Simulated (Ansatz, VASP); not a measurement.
Au: VASP beside Ansatz

```
CELL_PARAMETERS angstrom
-1.62107 1.62107 1.62107
1.62107 -1.62107 1.62107
1.62107 1.62107 -1.62107
ATOMIC_POSITIONS crystal
Au 0.00000 0.00000 0.00000
```

Alike in both runs: functional PBEsol; k mesh 18 × 18 × 18; occupations gaussian, width 0.1 eV; no spin polarisation.

Ansatz relaxed the structure, and its values are those at the end. VASP's run is a single point on that final structure, the one shown.

|  | VASP | Ansatz |
| --- | --- | --- |
| version | VASP 6.6.1 | Ansatz 0.2.0 |
| potentials or method | VASP PAW PBE potentials, release 64 (Au) | scalar-relativistic, plane waves, PAW |
| plane-wave cutoff (eV) | 520 | 420 |
| valence electrons in the cell | 11 | 19 |

|  | VASP | Ansatz | Ansatz less VASP |
| --- | --- | --- | --- |
| gap on the k mesh at the Fermi level (eV) | none | none | - |
| pressure (GPa) | -0.2 | 0.0 | +0.24 |

A gap of «none» marks a metal or a gap that the smearing closes. The two sets of potentials don't hold the same shells in valence.

Caveats: the PAW data sets were made with another functional, which shifts forces and pressure a little (VASP). Spin-orbit coupling is left out, which matters for the levels of Au.
